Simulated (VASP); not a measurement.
Runs of VASP 6.6.1 on AlAs. It takes space group F-43m (No. 216, cubic). Conventional cell: a = 5.676 Å, b = 5.676 Å, c = 5.676 Å, α = 90.00°, β = 90.00°, γ = 90.00°. Al (site symmetry -43m) is surrounded by 4 As at 2.46 Å. As (site symmetry -43m) is surrounded by 4 Al at 2.46 Å. The cell is a database's computed one.

```tsv
level	potentials or basis	k mesh	cutoff (eV)	mesh quality	gap on the mesh (eV)	pressure (GPa)	relaxed volume (Å³/atom)
PBEsol	VASP PAW PBE potentials, release 64 (Al, As)	8 × 8 × 8	580	not flagged	1.34	0.0	(b)
RPBE	VASP PAW PBE potentials, release 64 (Al, As)	8 × 8 × 8	600	not flagged	(a)	0.0	24.05
PBEsol	VASP PAW PBE potentials, release 64 (Al, As)	8 × 8 × 8	300	not flagged	1.34	0.0	(c)
PBEsol	VASP PAW PBE potentials, release 64 (Al, As)	4 × 4 × 4	600	coarse	1.31	0.0	23.02
LDA	VASP PAW LDA potentials, release 64 (Al, As)	8 × 8 × 8	600	not flagged	1.32	0.0	22.40
```

Alike in all rows: task relaxation of cell and atoms; no spin polarisation; cell relaxed; smearing gaussian 0.02 eV.

Question: Fill in the values left out.

Answer: (a) 1.62; (b) 22.93; (c) 22.92.

Caveats: some runs use coarse meshes; the PAW data sets were made with another functional, which shifts forces and pressure a little (some runs).

A k mesh can miss the band edges, and the runs leave out spin-orbit coupling on As.

Runs at the PBE level aren't shown here.
